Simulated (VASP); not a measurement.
The system is Te2Pt (Moncheite).

```xyz
3
Lattice="4.0100 0.0000 0.0000 -2.0050 3.4728 0.0000 0.0000 0.0000 5.2010" Properties=species:S:1:pos:R:3 pbc="T T T"
Te    0.0000    2.3152    1.3002
Te    2.0050    1.1576    3.9007
Pt    0.0000    0.0000    0.0000
```

| Item | Value |
| --- | --- |
| Program | VASP 6.6.1 |
| Task | relaxation of cell and atoms |
| Functional | PBE |
| Dispersion | D3(BJ) |
| Potentials or basis | VASP PAW PBE potentials, release 64 (Te, Pt) |
| Cutoff | 600 eV |
| k mesh | 12 × 12 × 7 |
| Occupations | methfessel-paxton, width 0.1 eV |
| Spin | no spin polarisation |

At the start: pressure 4.6 GPa; volume 24.14 Å³/atom.

Task: How do energy, volume and symmetry change on relaxing?

Result: Over 17 steps the energy falls by 33.0 meV/atom and the volume is 24.04 Å³/atom (-0.4 %); space group P-3m1 (No. 164, to 0.05 Å).

Step by step:
| step | energy change (eV) | largest force (eV/Å) | pressure (GPa) | volume (Å³) |
| --- | --- | --- | --- | --- |
| 1 | 0.0000 | 1.0590 | 4.61 | 72.43 |
| 2 | 0.0679 | 0.4419 | -7.10 | 79.95 |
| 3 | -0.0612 | 0.3603 | -0.93 | 75.32 |
| 4 | -0.0612 | 0.3729 | -0.82 | 75.26 |
| 5 | -0.0768 | 0.2706 | -0.58 | 74.46 |
| 6 | -0.0934 | 0.0018 | 0.34 | 72.36 |
| 7 | -0.0961 | 0.1564 | -0.75 | 72.56 |
| 8 | -0.0965 | 0.1151 | -0.48 | 72.51 |
| 9 | -0.0982 | 0.0146 | 0.48 | 71.65 |
| 10 | -0.0986 | 0.0442 | 0.24 | 71.91 |
| 11 | -0.0986 | 0.0467 | 0.18 | 71.93 |
| 12 | -0.0989 | 0.0410 | -0.13 | 72.16 |
| 13 | -0.0990 | 0.0422 | -0.10 | 72.13 |
| 14 | -0.0990 | 0.0093 | 0.12 | 72.05 |
| 15 | -0.0991 | 0.0066 | 0.05 | 72.08 |
| 16 | -0.0991 | 0.0082 | 0.04 | 72.08 |
| 17 | -0.0991 | 0.0053 | 0.01 | 72.13 |

Final structure:
```
CELL_PARAMETERS angstrom
4.05189 0.00000 0.00000
-2.02595 3.50904 0.00000
0.00000 0.00000 5.07317
ATOMIC_POSITIONS crystal
Te 0.33333 0.66667 0.26786
Te 0.66667 0.33333 0.73214
Pt 0.00000 0.00000 0.00000
```

Caveat: pairwise dispersion overbinds metals, which lowers pressure and volume.
